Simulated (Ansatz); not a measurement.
Zincblende NaCl, relaxed with r2SCAN in the plane-wave code Ansatz: space group F-43m (No. 216), cubic; a = 6.175 Å in the conventional setting, 29.43 Å³ an atom. Na is surrounded by 4 Cl at 2.67 Å; Cl is surrounded by 4 Na at 2.67 Å. The primitive cell holds 2 atoms in 58.85 Å³. All values are calculated for a non-magnetic cell, which may be hypothetical.

Computed values: PBE gives a gap of 4.94 eV and PBE0 (25 % exact exchange) 6.99 eV; one over PBE's mean ε∞ is 0.476. HSE06 (6×6×6) gives a least gap of 6.25 eV, direct. In PBE's bands the lowest conduction level rises by 0.081 eV from Γ to the point 0.1018 1/Å along Γ–X; the direct gap at Γ is 4.94 eV. PBEsol's static dielectric constant, on its own cell, is 3.7. r2SCAN's ε∞ is 2.04. On the PBEsol cell (Ω = 58.90 Å³ for two atoms) PBEsol gives ω_TO = 193.1 cm⁻¹, Z* = ±1.002 and ε∞ = 2.124.

Task: What is the density?

Result: The cell holds 1 Na, 1 Cl: M = 1×22.990 + 1×35.450 = 58.44 u in V = 58.85 Å³. ρ = 1.66054 × M/V = 1.66054 × 58.44/58.85 = 1.649 g/cm³, for the static r2SCAN lattice.

Task: Taking the gap as linear in the share of unscreened exchange, estimate the gap of the hybrid whose share is 1/ε∞.

Result: The slope is (6.99 − 4.94)/0.25 = 8.20 eV per unit share, so E_g ≈ 4.94 + 8.20 × 0.476 = 8.84 eV. The run with that share gives 8.88 eV (6×6×6 mesh), +0.04 eV from the straight line.

Task: At what wavelength does absorption set in by HSE06, excitons left aside?

Result: λ = 1239.84 eV nm/E: 198 nm for the least gap. That lies in the ultraviolet, so by this gap the crystal is transparent to visible light.

Task: Estimate the electron mass at Γ from the rise of PBE's conduction level.

Result: A parabola gives m*/mₑ = (ħ²/2mₑ) k²/ΔE = 3.810 × 0.1018²/0.081 = 0.487. The band flattens away from Γ; with E(1 + E/E_g) = ħ²k²/2m* the mass at the edge is 0.487/(1 + 0.081/4.94) = 0.480 (1/E_g is only a rough value for the bending). It is PBE's mass, and a gap that is too small makes it too light.

Task: With that mass, what binding energy and radius does a hydrogenic donor have?

Result: E_D = 13.606 eV × m*/ε⁰² = 13.606 × 0.480/3.7² = 477 meV; a_D = 0.529 Å × ε⁰/m* = 4 Å. That is 0.7 lattice constants, too small for the model, so the numbers are a rough scale.

Task: What refractive index and reflectivity at normal incidence follow, below the gap and above the phonons?

Result: n = √2.04 = 1.428; R = ((n − 1)/(n + 1))² = (0.428/2.428)² = 3.1 % a face.

Task: Work out the longitudinal frequency.

Result: ω_LO² − ω_TO² = 4π Z*² e²/(ε∞ μ Ω), with μ = 22.99×35.45/58.44 = 13.946 u and e² = 14.400 eV Å; √(eV/(u Å²)) is 521.47 cm⁻¹. That gives 2.83e+04 cm⁻², so ω_LO = √(193.1² + 2.83e+04) = 256.1 cm⁻¹; the program prints 256.1.

Task: What static dielectric constant follows from Lyddane-Sachs-Teller, and how strong is the polar coupling 1/ε∞ − 1/ε⁰?

Result: ε⁰ = ε∞ (ω_LO/ω_TO)² = 2.124 × (256.1/193.1)² = 3.74 (the run: 3.74). 1/ε∞ − 1/ε⁰ = 0.4708 − 0.2676 = 0.2032, the factor that enters the Fröhlich constant.

The meshes of the hybrids are coarse, so their gaps aren't converged to the digits shown.
